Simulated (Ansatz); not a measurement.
SrO, one cell by several methods

```
CELL_PARAMETERS angstrom
0.00000 2.56980 2.56980
2.56980 0.00000 2.56980
2.56980 2.56980 0.00000
ATOMIC_POSITIONS crystal
Sr 0.00000 0.00000 0.00000
O 0.50000 0.50000 0.50000
```

Atoms are numbered in the order listed.

The conventional cell has a = 5.140 Å, b = 5.140 Å, c = 5.140 Å, α = 90.00°, β = 90.00°, γ = 90.00°. Sr (atom 1) has 6 O at 2.57 Å as nearest neighbours. O (atom 2) has 6 Sr at 2.57 Å as nearest neighbours.

The cell comes from COD entry 1100027, which wasn't checked; take it as a given geometry. It is an old determination, and later ones may differ.

Methods: DFT, LDA, PAW with Ansatz's default frozen-core files, scalar-relativistic (Ansatz 0.2.0); DFT, LDA, all-electron LAPW, scalar-relativistic (Ansatz 0.2.0).

For PAW: a Γ-centred 8×8×8 k mesh, Fermi–Dirac smearing of 0.02 eV, cutoff 420 eV, no spin polarisation; the PAW files were made with PBE, and the program remakes their frozen cores for this functional. LAPW targets a basis error of 0.25 meV/atom. The Ansatz runs share mesh, smearing and spin set-up. Plane-wave (PAW) pressures include the program's estimate of the Pulay term.

Stress and pressure are positive in compression.

Levels count from the top of the valence band.

PAW results:

```csv
quantity,PAW
pressure (GPa),-4.18
band gap (eV),3.157
highest filled level at K (eV),-0.450
lowest empty level at K (eV),4.686
highest filled level at Γ (eV),0.000
lowest empty level at Γ (eV),3.819
highest filled level at W (eV),-0.419
lowest empty level at W (eV),5.929
```

Problem. What does full-potential LAPW give for the same quantities?

Solution. 
```csv
quantity,LAPW
pressure (GPa),-4.17
band gap (eV),3.156
highest filled level at K (eV),-0.449
lowest empty level at K (eV),4.685
highest filled level at Γ (eV),0.000
lowest empty level at Γ (eV),3.821
highest filled level at W (eV),-0.418
lowest empty level at W (eV),5.929
```
